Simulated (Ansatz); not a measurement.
**Ni (diamond): energy against volume**

Method: DFT, revPBE, plane waves (420 eV) with PAW, scalar-relativistic in Ansatz. (PAW data from PBE, frozen cores regenerated.)

The cell is scaled uniformly from the relaxed one, with fractional coordinates and shape fixed. Energies are extrapolated to zero smearing, pressures are those at the given smearing. Magnetic state: ferromagnetic.

A Birch-Murnaghan fit gives V₀ = 17.02 Å³/atom, B₀ = 83 GPa, B₀′ = 4.9.

**Question.** What are the energy above the minimum and the pressure at 16.351 Å³/atom?

**Answer.** 7.3 meV/atom and 3.76 GPa as computed.

**Question.** What are the energy above the minimum and the pressure at 18.395 Å³/atom?

**Answer.** 24.9 meV/atom and -5.24 GPa as computed.

**Question.** What are the energy above the minimum and the pressure at 19.076 Å³/atom?

**Answer.** 51.6 meV/atom and -7.05 GPa as computed.
